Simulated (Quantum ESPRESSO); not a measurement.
# PbSe (Clausthalite) (Fm-3m) in Quantum ESPRESSO: a series of runs

One crystal, PbSe (Clausthalite), is run at these levels: LDA; tasks: dielectric tensor.

Everything below comes from runs of Quantum ESPRESSO 7.5. Logs are shortened: lines on timing, memory, paths and dates and some standing lists are left out, and cuts for length are marked.

## Step 1: Starting point

The structure is cubic, space group Fm-3m (No. 225). Conventional cell: a = 6.121 Å, b = 6.121 Å, c = 6.121 Å, α = 90.00°, β = 90.00°, γ = 90.00°. Pb (site symmetry m-3m) has 6 Se at 3.06 Å as nearest neighbours. Se (site symmetry m-3m) is surrounded by 6 Pb at 3.06 Å.

## Step 2: Dielectric tensor, LDA

Input file pw.in:

```
&CONTROL
  calculation = 'scf'
  prefix = 'pwscf'
  outdir = './tmp'
  pseudo_dir = './pseudo'
  tprnfor = .true.
  tstress = .true.
  disk_io = 'low'
/
&SYSTEM
  ibrav = 0
  nat = 2
  ntyp = 2
  ecutwfc = 45
  ecutrho = 360
  nbnd = 16
  occupations = 'smearing'
  smearing = 'fd'
  degauss = 0.00367493
/
&ELECTRONS
  conv_thr = 4d-10
  electron_maxstep = 120
  mixing_beta = 0.5
/
ATOMIC_SPECIES
Pb   207.2000 pb_lda_v1.uspp.F.UPF
Se    78.9710 se_lda_v1.uspp.F.UPF
CELL_PARAMETERS bohr
   0.0000000000    5.7837902633    5.7837902633
   5.7837902633    0.0000000000    5.7837902633
   5.7837902633    5.7837902633    0.0000000000
ATOMIC_POSITIONS bohr
Pb     0.0000000000    0.0000000000    0.0000000000
Se     5.7837902633    5.7837902633    5.7837902633
K_POINTS automatic
6 6 6 1 1 1
```

Input file gamma.in:

```
&CONTROL
  calculation = 'bands'
  prefix = 'pwscf'
  outdir = './tmp'
  pseudo_dir = './pseudo'
  disk_io = 'low'
  verbosity = 'high'
/
&SYSTEM
  ibrav = 0
  nat = 2
  ntyp = 2
  ecutwfc = 45
  ecutrho = 360
  nbnd = 16
  occupations = 'smearing'
  smearing = 'fd'
  degauss = 0.00367493
/
&ELECTRONS
  conv_thr = 1d-08
  electron_maxstep = 120
  mixing_beta = 0.5
  diago_full_acc = .true.
  startingwfc = 'random'
/
ATOMIC_SPECIES
Pb   207.2000 pb_lda_v1.uspp.F.UPF
Se    78.9710 se_lda_v1.uspp.F.UPF
CELL_PARAMETERS bohr
   0.0000000000    5.7837902633    5.7837902633
   5.7837902633    0.0000000000    5.7837902633
   5.7837902633    5.7837902633    0.0000000000
ATOMIC_POSITIONS bohr
Pb     0.0000000000    0.0000000000    0.0000000000
Se     5.7837902633    5.7837902633    5.7837902633
K_POINTS crystal
1
0.0 0.0 0.0 1
```

Input file scf2.in:

```
&CONTROL
  calculation = 'scf'
  prefix = 'pwscf'
  outdir = './tmp'
  pseudo_dir = './pseudo'
  tprnfor = .true.
  tstress = .true.
  disk_io = 'low'
/
&SYSTEM
  ibrav = 0
  nat = 2
  ntyp = 2
  ecutwfc = 45
  ecutrho = 360
  nbnd = 16
  occupations = 'fixed'
/
&ELECTRONS
  conv_thr = 1d-13
  electron_maxstep = 120
  mixing_beta = 0.5
  startingpot = 'file'
/
ATOMIC_SPECIES
Pb   207.2000 pb_lda_v1.uspp.F.UPF
Se    78.9710 se_lda_v1.uspp.F.UPF
CELL_PARAMETERS bohr
   0.0000000000    5.7837902633    5.7837902633
   5.7837902633    0.0000000000    5.7837902633
   5.7837902633    5.7837902633    0.0000000000
ATOMIC_POSITIONS bohr
Pb     0.0000000000    0.0000000000    0.0000000000
Se     5.7837902633    5.7837902633    5.7837902633
K_POINTS automatic
6 6 6 1 1 1
```

Input file ph.in:

```
dielectric of PbSe
&INPUTPH
  prefix = 'pwscf'
  outdir = './tmp'
  tr2_ph = 1d-18
  fildyn = 'dyn'
  niter_ph = 90
  alpha_mix(1) = 0.7
  epsil = .true.
  trans = .false.
  zeu = .true.
/
0.0000000000 0.0000000000 0.0000000000
```

Potentials or basis: GBRV 1.5 LDA.

Launch:

```bash
$ OMP_NUM_THREADS=1 pw.x -in pw.in > pw.out
$ OMP_NUM_THREADS=1 pw.x -in gamma.in > gamma.out
$ OMP_NUM_THREADS=1 pw.x -in scf2.in > scf2.out
$ OMP_NUM_THREADS=1 ph.x -in ph.in > ph.out
```

pw.out:

```text
This program is part of the open-source Quantum ESPRESSO suite
     for quantum simulation of materials; please cite
[... 9 lines left out ...]
     --------------------
     sticks:   dense  smooth     PW     G-vecs:    dense   smooth      PW
     Sum        1663     835    253                44735    15665    2733

     Using Slab Decomposition

     bravais-lattice index     =            0
     lattice parameter (alat)  =       8.1795  a.u.
     unit-cell volume          =     386.9614 (a.u.)^3
     number of atoms/cell      =            2
     number of atomic types    =            2
     number of electrons       =        20.00
     number of Kohn-Sham states=           16
     kinetic-energy cutoff     =      45.0000  Ry
     charge density cutoff     =     360.0000  Ry
     scf convergence threshold =      4.0E-10
     mixing beta               =       0.5000
     number of iterations used =            8  plain     mixing
     Exchange-correlation= SLA  PZ   NOGX NOGC
                           (   1   1   0   0   0   0   0)

     celldm(1)=   8.179515  celldm(2)=   0.000000  celldm(3)=   0.000000
     celldm(4)=   0.000000  celldm(5)=   0.000000  celldm(6)=   0.000000

     crystal axes: (cart. coord. in units of alat)
               a(1) = (   0.000000   0.707107   0.707107 )
               a(2) = (   0.707107   0.000000   0.707107 )
               a(3) = (   0.707107   0.707107   0.000000 )

     reciprocal axes: (cart. coord. in units 2 pi/alat)
               b(1) = ( -0.707107  0.707107  0.707107 )
               b(2) = (  0.707107 -0.707107  0.707107 )
               b(3) = (  0.707107  0.707107 -0.707107 )

     PseudoPot. # 1 for Pb read from file:
     pb_lda_v1.uspp.F.UPF
     Pseudo is Ultrasoft + core correction, Zval = 14.0
     Generated by new atomic code, or converted to UPF format
     Using radial grid of  899 points,  6 beta functions with:
                l(1) =   0
                l(2) =   0
                l(3) =   1
                l(4) =   1
                l(5) =   2
                l(6) =   2
     Q(r) pseudized with  6 coefficients,  rinner =    1.000   1.000   1.000
                                                       1.000   1.000

     PseudoPot. # 2 for Se read from file:
     se_lda_v1.uspp.F.UPF
     Pseudo is Ultrasoft + core correction, Zval =  6.0
     Generated by new atomic code, or converted to UPF format
     Using radial grid of  877 points,  6 beta functions with:
                l(1) =   0
                l(2) =   0
                l(3) =   1
                l(4) =   1
                l(5) =   2
                l(6) =   2
     Q(r) pseudized with  8 coefficients,  rinner =    1.300   1.300   1.300
                                                       1.300   1.300

     atomic species   valence    mass     pseudopotential
     Pb               14.00   207.20000     Pb( 1.00)
     Se                6.00    78.97100     Se( 1.00)

     48 Sym. Ops., with inversion, found

   Cartesian axes

     site n.     atom                  positions (alat units)
         1        Pb     tau(   1) = (   0.0000000   0.0000000   0.0000000  )
         2        Se     tau(   2) = (   0.7071068   0.7071068   0.7071068  )

     number of k points=    28  Fermi-Dirac smearing, width (Ry)=  0.0037
                       cart. coord. in units 2pi/alat
        k(    1) = (   0.0589256   0.0589256   0.0589256), wk =   0.0185185
        k(    2) = (   0.1767767   0.1767767  -0.0589256), wk =   0.0555556
        k(    3) = (   0.2946278   0.2946278  -0.1767767), wk =   0.0555556
        k(    4) = (  -0.2946278  -0.2946278   0.4124790), wk =   0.0555556
        k(    5) = (  -0.1767767  -0.1767767   0.2946278), wk =   0.0555556
        k(    6) = (  -0.0589256  -0.0589256   0.1767767), wk =   0.0555556
[... 20 lines left out ...]
        k(   27) = (   0.2946278   0.2946278   0.2946278), wk =   0.0185185
        k(   28) = (  -0.2946278  -0.2946278   0.8838835), wk =   0.0555556

     Dense  grid:    44735 G-vectors     FFT dimensions: (  50,  50,  50)

     Smooth grid:    15665 G-vectors     FFT dimensions: (  36,  36,  36)

     Check: negative core charge=   -0.000001

     Initial potential from superposition of free atoms

     starting charge      19.9981, renormalised to      20.0000

     negative rho (up, down):  1.561E-02 0.000E+00
     Starting wfcs are   13 randomized atomic wfcs +    3 random wfcs

     Self-consistent Calculation

     iteration #  1     ecut=    45.00 Ry     beta= 0.50
     Davidson diagonalization with overlap
     ethr =  1.00E-02,  avg # of iterations =  5.3

     Threshold (ethr) on eigenvalues was too large:
     Diagonalizing with lowered threshold

     Davidson diagonalization with overlap
     ethr =  3.51E-04,  avg # of iterations =  1.4

     negative rho (up, down):  1.479E-02 0.000E+00

     total energy              =    -207.27347380 Ry
     estimated scf accuracy    <       0.06919739 Ry

     iteration #  2     ecut=    45.00 Ry     beta= 0.50
     Davidson diagonalization with overlap
     ethr =  3.46E-04,  avg # of iterations =  2.4

     negative rho (up, down):  1.496E-02 0.000E+00

     total energy              =    -207.29188017 Ry
     estimated scf accuracy    <       0.00911882 Ry

     iteration #  3     ecut=    45.00 Ry     beta= 0.50
     Davidson diagonalization with overlap
     ethr =  4.56E-05,  avg # of iterations =  3.8
[... 55 lines left out ...]
     iteration #  8     ecut=    45.00 Ry     beta= 0.50
     Davidson diagonalization with overlap
     ethr =  4.40E-11,  avg # of iterations =  3.6

     negative rho (up, down):  1.511E-02 0.000E+00

     total energy              =    -207.29367667 Ry
     estimated scf accuracy    <          1.2E-09 Ry

     iteration #  9     ecut=    45.00 Ry     beta= 0.50
     Davidson diagonalization with overlap
     ethr =  6.00E-12,  avg # of iterations =  3.1

     negative rho (up, down):  1.511E-02 0.000E+00

     End of self-consistent calculation

          k = 0.0589 0.0589 0.0589 (  1971 PWs)   bands (ev):

    -8.8869  -8.8869  -8.8844  -8.8825  -8.8825  -5.7390   1.2149   6.0038
     6.0038   6.1081  11.8738  12.1056  12.1056  14.2025  14.5074  14.5074

          k = 0.1768 0.1768-0.0589 (  1969 PWs)   bands (ev):

    -8.8953  -8.8933  -8.8837  -8.8760  -8.8696  -5.4678   0.4981   5.6022
     6.3099   6.8094  10.0836  10.6960  11.8299  14.2034  14.8356  15.2013

          k = 0.2946 0.2946-0.1768 (  1972 PWs)   bands (ev):

    -8.9079  -8.9057  -8.8810  -8.8594  -8.8562  -4.9384  -0.5805   5.5939
     6.4572   7.4458   8.6110   9.6594  10.8034  14.9907  15.2125  16.2235

          k =-0.2946-0.2946 0.4125 (  1978 PWs)   bands (ev):

    -8.9161  -8.9068  -8.8805  -8.8544  -8.8503  -4.6975  -0.9863   5.9113
     6.1998   7.2396   8.5649   9.7641  10.1201  15.2080  15.8363  17.5388

          k =-0.1768-0.1768 0.2946 (  1973 PWs)   bands (ev):

    -8.9099  -8.8970  -8.8829  -8.8652  -8.8583  -5.1187  -0.2281   5.8728
     5.9981   7.1417   9.0581  10.5511  10.7706  14.2267  15.2075  16.1471

          k =-0.0589-0.0589 0.1768 (  1974 PWs)   bands (ev):

    -8.8955  -8.8862  -8.8859  -8.8778  -8.8756  -5.5989   0.8477   5.8067
     5.8468   6.7386  10.3594  11.9028  12.0323  13.6317  15.1003  15.2110

          k = 0.2946 0.0589 0.0589 (  1977 PWs)   bands (ev):

    -8.9170  -8.8902  -8.8819  -8.8684  -8.8657  -5.3286   0.4168   5.4813
     5.5065   6.8691   9.5894  11.9405  12.1246  13.0003  15.1977  16.3102

          k = 0.4125 0.1768-0.0589 (  1971 PWs)   bands (ev):

    -8.9416  -8.8885  -8.8859  -8.8585  -8.8538  -4.8859  -0.1747   4.8602
     5.4139   6.1693  10.1899  11.2153  11.9572  13.5671  15.2044  17.3387

          k =-0.1768-0.4125 0.5303 (  1976 PWs)   bands (ev):

    -8.9469  -8.8954  -8.8765  -8.8615  -8.8479  -4.5276  -0.7017   4.4986
     5.0556   6.7275   9.4595  11.1888  11.9231  14.8606  15.2099  16.5076

          k =-0.0589-0.2946 0.4125 (  1971 PWs)   bands (ev):

    -8.9324  -8.8968  -8.8778  -8.8612  -8.8557  -4.7384  -0.5013   4.4497
     5.7280   7.0641   9.1535  10.4816  12.0964  14.8541  15.2069  16.8465

          k = 0.0589-0.1768 0.2946 (  1967 PWs)   bands (ev):

    -8.9121  -8.8912  -8.8851  -8.8684  -8.8619  -5.2166   0.0878   5.2445
     6.1216   7.0692   9.2921  10.6747  11.8399  13.8780  15.2027  15.8803

          k = 0.5303 0.0589 0.0589 (  1981 PWs)   bands (ev):

    -8.9873  -8.8988  -8.8712  -8.8470  -8.8454  -4.6062   0.0790   3.9650
     4.8454   4.9112  11.7207  12.3010  12.7911  13.0474  15.2025  18.5895

          k =-0.0589-0.5303 0.6482 (  1979 PWs)   bands (ev):

    -8.9959  -8.8934  -8.8756  -8.8490  -8.8402  -4.3613  -0.0859   3.1978
     4.4166   5.5831  11.4206  12.0323  13.2842  13.6845  15.2046  17.9091

          k = 0.0589-0.4125 0.5303 (  1964 PWs)   bands (ev):

    -8.9628  -8.8904  -8.8752  -8.8634  -8.8464  -4.4225  -0.5308   3.7031
     4.8391   6.5830   9.8224  11.5952  12.6991  14.8192  15.2076  16.2500

          k = 0.1768-0.2946 0.4125 (  1967 PWs)   bands (ev):

    -8.9247  -8.9015  -8.8788  -8.8593  -8.8516  -4.7185  -0.7599   5.1931
     5.8812   7.0417   8.9429  10.1947  11.1701  15.0109  15.2122  17.1368

          k =-0.6482 0.0589 0.0589 (  1989 PWs)   bands (ev):

    -9.0107  -8.9012  -8.8682  -8.8410  -8.8400  -4.3746   0.1973   3.0229
     4.6883   4.7380  11.5900  13.0666  13.1113  13.5827  15.2029  19.3634

          k =-0.5303 0.1768-0.0589 (  1970 PWs)   bands (ev):

    -8.9743  -8.8916  -8.8798  -8.8516  -8.8457  -4.5625  -0.2077   4.0936
     4.5904   5.7558  11.0216  12.0115  12.3457  13.5711  15.2051  18.1156

          k =-0.4125 0.0589 0.0589 (  1983 PWs)   bands (ev):

    -8.9511  -8.8948  -8.8763  -8.8571  -8.8548  -4.9677   0.1322   5.0889
     5.1302   5.5373  10.7536  11.9647  12.4149  12.7581  15.2007  17.5404

          k = 0.1768 0.1768 0.1768 (  1973 PWs)   bands (ev):

    -8.8976  -8.8976  -8.8829  -8.8679  -8.8679  -5.3473   0.1624   6.1515
     6.1515   6.7703   9.8957  10.6666  10.6666  14.2893  15.2074  15.5569

          k = 0.2946 0.2946 0.0589 (  1975 PWs)   bands (ev):

    -8.9103  -8.9016  -8.8791  -8.8656  -8.8604  -5.0059  -0.2880   4.8535
     6.4793   7.4357   8.8056   9.7956  11.8886  14.9976  15.2093  15.5332

          k =-0.2946-0.2946 0.6482 (  1973 PWs)   bands (ev):

    -8.9414  -8.8967  -8.8709  -8.8646  -8.8542  -4.5654  -0.6377   4.0292
     5.9054   6.4984   9.6730  10.3395  12.3938  15.2049  15.8570  16.3929
[... 8 lines left out ...]
    -8.9335  -8.8926  -8.8841  -8.8607  -8.8507  -4.8239  -0.4654   5.3523
     5.5554   6.2495   9.8085  11.0604  11.1430  13.8892  15.2076  17.4384

          k =-0.1768-0.4125 0.7660 (  1971 PWs)   bands (ev):

    -8.9600  -8.8905  -8.8786  -8.8616  -8.8462  -4.4916  -0.4792   4.1229
     4.4360   6.8768   9.5529  11.8989  12.3229  14.7249  15.2064  16.4223

          k =-0.0589-0.2946 0.6482 (  1964 PWs)   bands (ev):

    -8.9788  -8.8856  -8.8793  -8.8632  -8.8403  -4.3473  -0.3262   3.5317
     3.9757   6.7739   9.8829  12.3826  12.8690  14.7299  15.2057  16.1898

          k =-0.7660 0.1768 0.1768 (  1968 PWs)   bands (ev):

    -8.9811  -8.8868  -8.8816  -8.8519  -8.8449  -4.3787  -0.3396   3.3720
     5.1411   5.4455  11.0975  11.7329  13.0517  13.6292  15.2063  17.9503

          k = 0.2946 0.2946 0.2946 (  1967 PWs)   bands (ev):

    -8.9084  -8.9084  -8.8819  -8.8531  -8.8531  -4.8223  -0.8827   6.3679
     6.3679   7.4877   8.4320   9.6031   9.6031  15.2078  15.6632  17.3591

          k =-0.2946-0.2946 0.8839 (  1982 PWs)   bands (ev):

    -8.9300  -8.9017  -8.8765  -8.8589  -8.8515  -4.6070  -0.8507   4.8249
     6.0185   6.7239   9.2288  10.0775  11.4688  15.2061  15.6803  16.6773

     the Fermi energy is     7.9838 ev

!    total energy              =    -207.29367667 Ry
     estimated scf accuracy    <          1.1E-11 Ry
     smearing contrib. (-TS)   =      -0.00000025 Ry
     internal energy E=F+TS    =    -207.29367642 Ry

     The total energy is F=E-TS. E is the sum of the following terms:
     one-electron contribution =     -39.78948319 Ry
     hartree contribution      =      32.66373070 Ry
     xc contribution           =     -92.38712025 Ry
     ewald contribution        =    -107.78080369 Ry

     convergence has been achieved in   9 iterations

     negative rho (up, down):  1.511E-02 0.000E+00

     Forces acting on atoms (cartesian axes, Ry/au):

     atom    1 type  1   force =    -0.00000000   -0.00000000    0.00000000
     atom    2 type  2   force =     0.00000000    0.00000000   -0.00000000

     Total force =     0.000000     Total SCF correction =     0.000000

     Computing stress (Cartesian axis) and pressure

     negative rho (up, down):  1.511E-02 0.000E+00
          total   stress  (Ry/bohr**3)                   (kbar)     P=      -22.54
  -0.00015323  -0.00000000  -0.00000000          -22.54       -0.00       -0.00
  -0.00000000  -0.00015323  -0.00000000           -0.00      -22.54       -0.00
   0.00000000  -0.00000000  -0.00015323            0.00       -0.00      -22.54

=------------------------------------------------------------------------------=
   JOB DONE.
=------------------------------------------------------------------------------=
```

Wall time 1.8 min (1 thread of Intel Xeon 6975P-C (Granite Rapids), shared host); peak memory 0.2 GiB.

Results:

* Free energy: -2820.3742 eV
* Pressure: -2.3 GPa
* Electronic dielectric tensor (diagonal): 22.99
* Born charges (mean of the diagonal): Pb +5.02; Se -5.02 e

Electronic dielectric tensor:
```
22.99  0.00  0.00
 0.00 22.99  0.00
 0.00  0.00 22.99
```

Born effective charge tensors (e):
atom 1, Pb
```
5.02 0.00 0.00
0.00 5.02 0.00
0.00 0.00 5.02
```
atom 2, Se
```
-5.02  0.00  0.00
 0.00 -5.02  0.00
 0.00  0.00 -5.02
```

Spin-orbit coupling is left out, which matters for the levels of Pb.

(Part 1 of 2 ends here.)
